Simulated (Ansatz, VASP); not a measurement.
# Al3Cu2: VASP beside Ansatz

```xyz
5
Lattice="4.0565 0.0000 0.0000 -2.0282 3.5130 0.0000 0.0000 0.0000 4.9335" Properties=species:S:1:pos:R:3 pbc="T T T"
Al    0.0000    0.0000    0.0000
Al    0.0000    2.3420    1.7355
Al    2.0282    1.1710    3.1979
Cu    0.0000    2.3420    4.1563
Cu    2.0282    1.1710    0.7771
```

Alike in both runs: functional PBEsol; k mesh 12 × 12 × 8; occupations gaussian, width 0.1 eV; no spin polarisation.

Ansatz relaxed the structure, and its values are those at the end. VASP's run is a single point on that final structure, the one shown.

|  | VASP | Ansatz |
| --- | --- | --- |
| version | VASP 6.6.1 | Ansatz 0.2.0 |
| potentials or method | VASP PAW PBE potentials, release 64 (Al, Cu) | scalar-relativistic, plane waves, PAW |
| plane-wave cutoff (eV) | 520 | 420 |
| valence electrons in the cell | 31 | 47 |

VASP gave:

| Quantity | Value |
| --- | --- |
| gap on the k mesh at the Fermi level (eV) | none |
| pressure (GPa) | 4.0 |
| rms of the force components (eV/Å) | 0.003 |

Estimate Ansatz's values.

gap on the k mesh at the Fermi level (eV): none; pressure (GPa): 3.7; rms of the force components (eV/Å): 0.003.

A gap of «none» marks a metal or a gap that the smearing closes. With one functional, cell and mesh, what is left measures potentials, basis and numerics. The two sets of potentials don't hold the same shells in valence.

Caveats: the PAW data sets were made with another functional, which shifts forces and pressure a little (VASP).
